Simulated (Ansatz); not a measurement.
## Property card for In

Method: DFT PBEsol, scalar-relativistic, plane waves, PAW in Ansatz 0.2.0.

Plane waves to 420 eV, a k mesh through Γ of 18×18×18 on the computed 1-atom cell and Gaussian smearing (0.10 eV); no spin polarisation.

The structure is relaxed at this level of theory with its symmetry kept.

```cif
data_structure
_symmetry_space_group_name_H-M 'P 1'
_symmetry_Int_Tables_number 1
_cell_length_a 3.3685
_cell_length_b 3.3685
_cell_length_c 3.3685
_cell_angle_alpha 123.382
_cell_angle_beta 123.382
_cell_angle_gamma 84.235
_cell_volume 25.50
loop_
_atom_site_label
_atom_site_type_symbol
_atom_site_fract_x
_atom_site_fract_y
_atom_site_fract_z
_atom_site_occupancy
In1 In 0.00000 0.00000 0.00000 1
```

Q: Formation energy from the elements' standard states (uncorrected)?

A: -0.001 eV/atom.

Q: Density of states at the Fermi level?

A: 0.41 states/eV per cell.

Q: Löwdin character within 0.5 eV of the Fermi level?

A: In 5p 67 %, In 5s 30 %.

Q: Bulk modulus?

A: 45 GPa.

Q: Its pressure derivative?

A: 5.3.

Q: Bader charges (e)?

A: In (1 in the cell) 0.00.